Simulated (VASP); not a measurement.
# BN in VASP: settings compared

Aim: see how the results for BN move with the level of theory and the settings. Levels: LDA, PBE+D3(BJ). Tasks: relaxation of cell and atoms.

All numbers are computed with VASP 6.6.1; they aren't measurements. Logs are shortened: lines on timing, memory, paths and dates and some standing lists are left out, and cuts for length are marked.

## Step 1: Starting point

The cell holds a slab with vacuum, 4 atoms: a = 2.490 Å, b = 2.490 Å, c = 21.318 Å, α = 90.00°, β = 90.00°, γ = 120.00°.

## Step 2: Relaxation of cell and atoms, LDA

INCAR

```
ALGO = Normal
EDIFF = 1E-7
EDIFFG = -0.005
ENCUT = 600
GGA = CA
IBRION = 2
ISIF = 3
ISMEAR = 0
LASPH = T
LATTICE_CONSTRAINTS = .TRUE. .TRUE. .FALSE.
LCHARG = F
LREAL = F
LWAVE = F
NELM = 80
NSW = 90
PREC = Accurate
SIGMA = 0.03
```

KPOINTS

```
k-points
0
Gamma
  15 15 1
```

POSCAR

```
BN                                      
1.0
    2.4897967922      0.0000000000      0.0000000000
   -1.2448983961      2.1562272676      0.0000000000
    0.0000000000      0.0000000000     21.3178500000
  B               N             
     2     2
Direct
     0.6666666699999979    0.3333333300000021    0.4238555449305933
     0.3333333300000021    0.6666666699999979    0.5761444550694064
     0.3333333300000021    0.6666666699999979    0.4237605776210108
     0.6666666699999979    0.3333333300000021    0.5762394223789892
```

Potentials or basis: VASP PAW LDA potentials, release 64 (B, N).

Started as:

```console
> cat potpaw_LDA.64/B/POTCAR potpaw_LDA.64/N/POTCAR > POTCAR
> mpirun -np 1 vasp_std > vasp.out
```

OUTCAR:

```text
EDIFF = 1E-7
   EDIFFG = -0.005
   ENCUT = 600
   GGA = CA
   IBRION = 2
   ISIF = 3
   ISMEAR = 0
   LASPH = T
   LREAL = F
   NELM = 80
   NSW = 90
   PREC = Accurate

 ion  position               nearest neighbor table
   1  0.667  0.333  0.424-   3 1.44   3 1.44   3 1.44
   2  0.333  0.667  0.576-   4 1.44   4 1.44   4 1.44
   3  0.333  0.667  0.424-   1 1.44   1 1.44   1 1.44
   4  0.667  0.333  0.576-   2 1.44   2 1.44   2 1.44

  LATTYP: Found a hexagonal cell.
 ALAT       =     2.4897967922
 C/A-ratio  =     8.5620842901

  Lattice vectors:

 A1 = (   2.4897967922,   0.0000000000,   0.0000000000)
 A2 = (  -1.2448983961,   2.1562272676,   0.0000000000)
 A3 = (   0.0000000000,   0.0000000000,  21.3178500000)

Analysis of symmetry for initial positions (statically):
=====================================================================
 Subroutine PRICEL returns:
 Original cell was already a primitive cell.

 Routine SETGRP: Setting up the symmetry group for a
 hexagonal supercell.

 Subroutine GETGRP returns: Found 12 space group operations
 (whereof 12 operations were pure point group operations)
 out of a pool of 24 trial point group operations.

The static configuration has the point symmetry D_3d.

Analysis of symmetry for dynamics (positions and initial velocities):
=====================================================================
 Subroutine PRICEL returns:
 Original cell was already a primitive cell.

 Routine SETGRP: Setting up the symmetry group for a
 hexagonal supercell.

 Subroutine GETGRP returns: Found 12 space group operations
 (whereof 12 operations were pure point group operations)
 out of a pool of 24 trial point group operations.

The dynamic configuration has the point symmetry D_3d.

 Subroutine INISYM returns: Found 12 space group operations
 (whereof 12 operations are pure point group operations),
 and found     1 'primitive' translations

----------------------------------------------------------------------------------------

                                     Primitive cell

  volume of cell :     114.4463

  direct lattice vectors                    reciprocal lattice vectors
     2.489796792  0.000000000  0.000000000     0.401639203  0.231886503  0.000000000
    -1.244898396  2.156227268  0.000000000     0.000000000  0.463773005  0.000000000
     0.000000000  0.000000000 21.317850000     0.000000000  0.000000000  0.046909046

  length of vectors
     2.489796792  2.489796788 21.317850000     0.463773005  0.463773005  0.046909046

  position of ions in fractional coordinates (direct lattice)
     0.666666670  0.333333330  0.423855545
     0.333333330  0.666666670  0.576144455
     0.333333330  0.666666670  0.423760578
     0.666666670  0.333333330  0.576239422

  ion indices of the primitive-cell ions
   primitive index   ion index
                 1           1
                 2           2
                 3           3
                 4           4

----------------------------------------------------------------------------------------

 KPOINTS: k-points

Automatic generation of k-mesh.
 Grid dimensions read from file:
 generate k-points for:   15   15    1

 Generating k-lattice:

  Cartesian coordinates                     Fractional coordinates (reciprocal lattice)
     0.026775947  0.015459100  0.000000000     0.066666667  0.000000000  0.000000000
     0.000000000  0.030918200  0.000000000     0.000000000  0.066666667  0.000000000
     0.000000000  0.000000000  0.046909046     0.000000000  0.000000000  1.000000000

  Length of vectors
     0.030918200  0.030918200  0.046909046

  Shift w.r.t. Gamma in fractional coordinates (k-lattice)
     0.000000000  0.000000000  0.000000000

 Subroutine IBZKPT returns following result:
 ===========================================

 Found     27 irreducible k-points:

 Following reciprocal coordinates:
            Coordinates               Weight
  0.000000  0.000000  0.000000      1.000000
  0.066667  0.000000  0.000000      6.000000
  0.133333  0.000000  0.000000      6.000000
  0.200000  0.000000  0.000000      6.000000
  0.266667  0.000000  0.000000      6.000000
  0.333333 -0.000000  0.000000      6.000000
[... 16 lines left out ...]
  0.333333  0.200000  0.000000     12.000000
  0.400000  0.200000  0.000000      6.000000
 [... further k-points ...]
   k-points           NKPTS =     27   k-points in BZ     NKDIM =     27   number of bands    NBANDS=     12
   number of dos      NEDOS =    301   number of ions     NIONS =      4
   total plane-waves  NPLWV =  72000
   dimension x,y,z NGX =    20 NGY =   20 NGZ =  180
   dimension x,y,z NGXF=    40 NGYF=   40 NGZF=  360
   ions per type =               2   2
   NGX,Y,Z   is equivalent  to a cutoff of  13.35, 13.35, 14.04 a.u.
   NGXF,Y,Z  is equivalent  to a cutoff of  26.71, 26.71, 28.07 a.u.
 SYSTEM =  unknown system
   PREC   = accura    normal or accurate (medium, high low for compatibility)
   ISTART =      0    job   : 0-new  1-cont  2-samecut
   ICHARG =      2    charge: 1-file 2-atom 10-const
   ISPIN  =      1    spin polarized calculation?
   LNONCOLLINEAR =      F non collinear calculations
   LSORBIT =      F    spin-orbit coupling
   LASPH  =      T    aspherical Exc in radial PAW
   ENCUT  =  600.0 eV  44.10 Ry    6.64 a.u.   4.97  4.97 42.58*2*pi/ulx,y,z
   NELM   =     80;   NELMIN=  2; NELMDL= -5     # of ELM steps
   EDIFF  = 0.1E-06   stopping-criterion for ELM
   LREAL  =      F    real-space projection
   EDIFFG = -.5E-02   stopping-criterion for IOM
   NSW    =     90    number of steps for IOM
   IBRION =      2    ionic relax: 0-MD 1-quasi-New 2-CG
   NFREE  =      1    steps in history (QN), initial steepest desc. (CG)
   ISIF   =      3    stress and relaxation
   ISYM   =      2    0-nonsym 1-usesym 2-fastsym
   POTIM  = 0.5000    time-step for ionic-motion
   TEBEG  =    0.0;   TEEND  =   0.0 temperature during run
   PSTRESS=    0.0 pullay stress
   NELECT =      16.0000    total number of electrons
   NUPDOWN=      -1.0000    fix difference up-down
   EMIN   =  10.00;   EMAX   =-10.00  energy-range for DOS
   EFERMI =   0.00;   METHOD = LEGACY
   ISMEAR =     0;   SIGMA  =   0.03  broadening in eV -4-tet -1-fermi 0-gaus
   EFERMI_NEDOS =   21; number of points for ismear=-14 and -15
   IALGO  =     38    algorithm
   IMIX   =      4    mixing-type and parameters
     AMIX     =   0.40;   BMIX     =  1.00
     AMIX_MAG =   1.60;   BMIX_MAG =  1.00
  volume/ion in A,a.u.               =      28.61       193.08
  Fermi-wavevector in a.u.,A,eV,Ry     =   0.849665  1.605633  9.822454  0.721930
  Thomas-Fermi vector in A             =   1.965521
   LORBIT       =      0    0 simple, 1 ext, 2 COOP (PROOUT), +10 PAW based schemes
   GGA     = CA    functional components
   LHFCALC =     F    Hartree Fock is set to
   AEXX    =    0.0000 exact exchange contribution
   IVDW    =     0    specifies the selected vdW correction
   LEPSILON=     F    determine dielectric tensor
   LRPA    =     F    only Hartree local field effects (RPA)
 conjugate gradient relaxation of ions
 non-spin polarized calculation
 Gauss-broadening in eV      SIGMA  =   0.03
  energy-cutoff  :      600.00
  volume of cell :      114.45
 maximum number of plane-waves:      3887
 NGX is ok and might be reduce to    20
   NGX =  9   NGY =  9   NGZ = 85

--------------------------------------- Ionic step        1  -------------------------------------------

 number of electron      16.0000001 magnetization

 Free energy of the ion-electron system (eV)
  ---------------------------------------------------
  ext. energy  EPLUGINS =         0.00000000
  ---------------------------------------------------
  free energy    TOTEN  =       -38.53139011 eV

  energy without entropy =      -38.53139011  energy(sigma->0) =      -38.53139011

------------------------ aborting loop because EDIFF is reached ----------------------------------------

  FORCE on cell =-STRESS in cart. coord.  units (eV):
  Direction    XX          YY          ZZ          XY          YZ          ZX
  --------------------------------------------------------------------------------------
  -------------------------------------------------------------------------------------
  Total       -0.0324062     -0.0324062     -0.0555034      0.0000000      0.0000000      0.0000000
  in kB       -0.4536671     -0.4536671     -0.7770128      0.0000000      0.0000000      0.0000000
  external PRESSURE =      -0.5614490 kB  Pullay stress =       0.0000000 kB
[... 61 lines left out ...]
  energy  without entropy=      -38.5313793811  energy(sigma->0) =      -38.53137938

--------------------------------------- Ionic step        3  -------------------------------------------

 number of electron      16.0000001 magnetization

 Free energy of the ion-electron system (eV)
  ---------------------------------------------------
  ext. energy  EPLUGINS =         0.00000000
  ---------------------------------------------------
  free energy    TOTEN  =       -38.53139607 eV

  energy without entropy =      -38.53139607  energy(sigma->0) =      -38.53139607

 E-fermi :  -3.3773     XC(G=0):  -3.6572

 val. band max:       -3.5445589501   @ k =   0.3333   0.3333   0.0000
 cond. band min:       0.8223028910   @ k =   0.4667   0.0667   0.0000
 fundamental gap:      4.3668618410
 Fermi energy:        -3.3773279768

 k-point     1 :       0.0000    0.0000    0.0000
  band No.  band energies     occupation
      1     -21.1587      2.00000
      2     -20.9741      2.00000
      3      -9.5097      2.00000
      4      -8.3036      2.00000
      5      -4.8456      2.00000
      6      -4.8456      2.00000
      7      -4.8229      2.00000
      8      -4.8229      2.00000
      9       1.3608      0.00000
     10       2.0081      0.00000
     11       2.7755      0.00000
     12       3.6712      0.00000
[... 331 lines left out ...]
 k-point    24 :       0.4000    0.2000    0.0000
  band No.  band energies     occupation
      1     -17.5665      2.00000
      2     -17.5328      2.00000
      3     -12.0378      2.00000
      4     -11.9850      2.00000
      5      -9.4675      2.00000
      6      -9.4233      2.00000
      7      -4.1804      2.00000
      8      -3.7309      2.00000
      9       1.0078      0.00000
     10       1.4851      0.00000
     11       8.5619      0.00000
     12       8.5913      0.00000

 [... further k-points ...]

------------------------ aborting loop because EDIFF is reached ----------------------------------------

  FORCE on cell =-STRESS in cart. coord.  units (eV):
  Direction    XX          YY          ZZ          XY          YZ          ZX
  --------------------------------------------------------------------------------------
  -------------------------------------------------------------------------------------
  Total        0.0031488      0.0031488     -0.0561301      0.0000000     -0.0000000     -0.0000000
  in kB        0.0440944      0.0440944     -0.7860145      0.0000000     -0.0000000     -0.0000000
  external PRESSURE =      -0.2326086 kB  Pullay stress =       0.0000000 kB
[... 19 lines left out ...]
  FREE ENERGIE OF THE ION-ELECTRON SYSTEM (eV)
  ---------------------------------------------------
  free  energy   TOTEN  =       -38.5313960686 eV

  energy  without entropy=      -38.5313960686  energy(sigma->0) =      -38.53139607

 reached required accuracy - stopping structural energy minimisation
```

Wall time 42 s (1 thread of Intel Xeon 6975P-C (Granite Rapids), shared host); peak memory 0.22 GiB.

What came out:

* Free energy: -38.5314 eV
* Relaxed volume: 28.60 Å³/atom
* Relaxed cell: a = 2.489 Å, b = 2.489 Å, c = 21.318 Å, α = 90.00°, β = 90.00°, γ = 120.00°
* Space group after relaxing (to 0.05 Å): P-3m1 (No. 164)
* Energy gained by relaxing: 0.0 meV/atom
* Ionic steps: 3
* Band gap on the k mesh: 4.37 eV, indirect (least direct gap 4.66 eV)

Forces on the atoms (eV/Å):
```
B    0.000  0.000  0.003
B    0.000  0.000 -0.003
N    0.000  0.000 -0.003
N    0.000  0.000  0.003
```

Final structure:
```yaml
crystal:
  lattice:
    - [2.48944, 0.00000, 0.00000]
    - [-1.24472, 2.15591, 0.00000]
    - [0.00000, 0.00000, 21.31785]
  atoms:
    - { symbol: B, position: [0.66667, 0.33333, 0.42386] }
    - { symbol: B, position: [0.33333, 0.66667, 0.57614] }
    - { symbol: N, position: [0.33333, 0.66667, 0.42376] }
    - { symbol: N, position: [0.66667, 0.33333, 0.57624] }
```

(Continued in part 2 of 2.)
